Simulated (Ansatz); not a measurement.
Isomers of C4H6O2, relaxed with PBE0-D4/def2-TZVP in Ansatz; electronic energies, one conformer each and not always the lowest. Functionals use def2-TZVPP; CBS adds triple-zeta CCSD(T) − MP2 to the MP2 limit of def2-TZVPP and def2-QZVPP.

Task: Order them by energy at frozen-core CCSD(T)/CBS, lowest first. (Best estimate.)
A. `COC1C=CO1`
B. `O=C1CCCO1`
C. `C=COC(C)=O`
D. `CC1(C=O)CO1`
E. `O=CCC1CO1`
F. `C=CC(=O)OC`

Result: B (0.0 kcal/mol), C (15.2 kcal/mol), F (17.0 kcal/mol), D (39.7 kcal/mol), E (44.4 kcal/mol), A (61.9 kcal/mol).

Task: How do B2PLYP, r2SCAN-D4, HF/CBS(def2), B3LYP-D4 place them (kcal/mol, against `O=C1CCCO1`)? (Estimate.)

Result: Ansatz gave: 
```json
{"isomer": "`O=CCC1CO1`", "B2PLYP": "44.2", "r2SCAN-D4": "45.8", "HF/CBS(def2)": "45.2", "B3LYP-D4": "44.2"}
{"isomer": "`COC1C=CO1`", "B2PLYP": "62.9", "r2SCAN-D4": "64.3", "HF/CBS(def2)": "66.6", "B3LYP-D4": "62.6"}
{"isomer": "`CC1(C=O)CO1`", "B2PLYP": "39.6", "r2SCAN-D4": "40.3", "HF/CBS(def2)": "42.3", "B3LYP-D4": "39.6"}
{"isomer": "`C=COC(C)=O`", "B2PLYP": "13.1", "r2SCAN-D4": "15.0", "HF/CBS(def2)": "12.3", "B3LYP-D4": "12.0"}
{"isomer": "`C=CC(=O)OC`", "B2PLYP": "15.2", "r2SCAN-D4": "17.8", "HF/CBS(def2)": "14.0", "B3LYP-D4": "14.2"}
```

B3LYP here is the variant with VWN-RPA as its local correlation; programs differ in this.
